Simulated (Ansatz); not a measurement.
**TePb: relaxation of cell and atoms with LDA**

The system is TePb.

```
Pb Te
1.0
     0.00000    3.23100    3.23100
     3.23100    0.00000    3.23100
     3.23100    3.23100    0.00000
Pb Te
1 1
Direct
  0.00000 0.00000 0.00000
  0.50000 0.50000 0.50000
```

* Program: Ansatz 0.2.0
* Task: relaxation of cell and atoms
* Functional: LDA
* Potentials or basis: all-electron LAPW, scalar-relativistic
* Basis error allowed: 0.001 eV/atom
* k mesh: 7 × 7 × 7
* Occupations: fermi-dirac, width 0.05 eV
* Spin: no spin polarisation
* Target pressure: 5 GPa

The relaxed volume is 29.82 Å³/atom and the relaxed cell is a = 4.386 Å, b = 4.386 Å, c = 4.386 Å, α = 60.00°, β = 60.00°, γ = 60.00°. The space group after relaxing (to 0.05 Å) is Fm-3m (No. 225). The energy change on relaxing (the enthalpy is what falls) is +30.8 meV/atom and the ionic steps are 5. The pressure after relaxing is 5.0 GPa.

The path:
| step | energy change (eV) | largest force (eV/Å) | volume (Å³) |
| --- | --- | --- | --- |
| 1 | 0.0000 | 0.0000 | 67.46 |
| 2 | 0.1202 | 0.0000 | 58.07 |
| 3 | 0.0523 | 0.0000 | 59.95 |
| 4 | 0.0617 | 0.0000 | 59.64 |
| 5 | 0.0617 | 0.0000 | 59.64 |

Final structure:
```
CELL_PARAMETERS angstrom
0.00000 3.10102 3.10102
3.10102 0.00000 3.10102
3.10102 3.10102 0.00000
ATOMIC_POSITIONS crystal
Pb 0.00000 0.00000 0.00000
Te 0.50000 0.50000 0.50000
```

It took 22 s on 1 thread of Arm Neoverse V2, with other jobs on the host, peak memory 0.3 GiB.

 The run has no spin-orbit coupling, so splittings on Pb, Te are missing.
